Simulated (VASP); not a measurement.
**Mg: single point with HSE06**

Mg:

```
Mg
1.0
     3.18099    0.00000    0.00000
    -1.59049    2.75482    0.00000
     0.00000    0.00000    5.22400
Mg
2
Direct
  0.33333 0.66667 0.75000
  0.66667 0.33333 0.25000
```

| Property | Result |
| --- | --- |
| Program | VASP 6.6.1 |
| Task | single point |
| Functional | HSE06 |
| Potentials or basis | VASP PAW PBE potentials, release 64 (Mg) |
| Cutoff | 520 eV |
| k mesh | 8 × 8 × 4 |
| Occupations | gaussian, width 0.05 eV |
| Spin | no spin polarisation |
| Dipole correction | no |
| Exchange at q = 0 | truncated |
| Grid for exact exchange (PRECFOCK) | Normal |
| Screening parameter | 0.2079 1/A |
| Further INCAR settings | ALGO = Normal; EDIFF = 1e-07; NBANDS = 9 |

```json
{"Pressure": "-0.2 GPa", "Band gap on the k mesh": "none (metal or under the smearing width)"}
```

Levels at points of the mesh, in eV from the Fermi level:
| k point | band 1 | band 2 | band 3 | band 4 | band 5 |
| --- | --- | --- | --- | --- | --- |
| (0.00, 0.00, 0.00) | -7.89 | -1.87 | -1.37 | 12.02 | 12.02 |
| (0.50, 0.00, 0.00) | -2.29 | -2.25 | 3.16 | 3.51 | 3.78 |
| (0.00, 0.00, 0.50) | -6.31 | -6.31 | 5.54 | 5.54 | 12.78 |
| (0.50, 0.00, 0.50) | -1.16 | -1.16 | -0.24 | -0.24 | 8.87 |

Run time: 5.3 min on 1 thread of Intel(R) Xeon(R) 6975P-C (Granite Rapids), with other jobs on the host, peak memory 0.28 GiB.

Caveat: the PAW data sets were made with another functional, which shifts forces and pressure a little.
